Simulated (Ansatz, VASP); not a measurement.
**Cr in VASP and in Ansatz**

```
Cr
1.0
     0.00000    2.34843    2.34843
     2.34843    0.00000    2.34843
     2.34843    2.34843    0.00000
Cr
2
Direct
  0.00000 0.00000 0.00000
  0.50000 0.50000 0.50000
```

The cell was built by a generator and needn't be a form met in nature.

Alike in both runs: task relaxation of cell and atoms; functional revPBE; k mesh 12 × 12 × 12; occupations fermi-dirac, width 0.05 eV; collinear spin.

|  | VASP | Ansatz |
| --- | --- | --- |
| version | VASP 6.6.1 | Ansatz 0.2.0 |
| potentials or method | VASP PAW PBE potentials, release 64 (Cr_pv) | plane waves (420 eV) with PAW, scalar-relativistic |
| plane-wave cutoff (eV) | 600 | 420 |
| valence electrons in the cell | 24 | 28 |

VASP gave:

* net moment per atom (μB): 0.00
* size of the moment on the site where the two differ most (μB): 2.29
* relaxed volume (Å³/atom): 14.46
* relaxed cell length with the largest relative difference (Å): 3.446
* energy change over the relaxation (meV/atom): -26

Problem. Estimate Ansatz's values.

Solution. net moment per atom (μB): 0.00; size of the moment on the site where the two differ most (μB): 1.93; relaxed volume (Å³/atom): 14.14; relaxed cell length with the largest relative difference (Å): 3.420; energy change over the relaxation (meV/atom): -21.

Site moments also hang on the region over which each program counts them. The two sets of potentials don't hold the same shells in valence.

Caveats: the PAW data sets were made with another functional, which shifts forces and pressure a little (VASP).
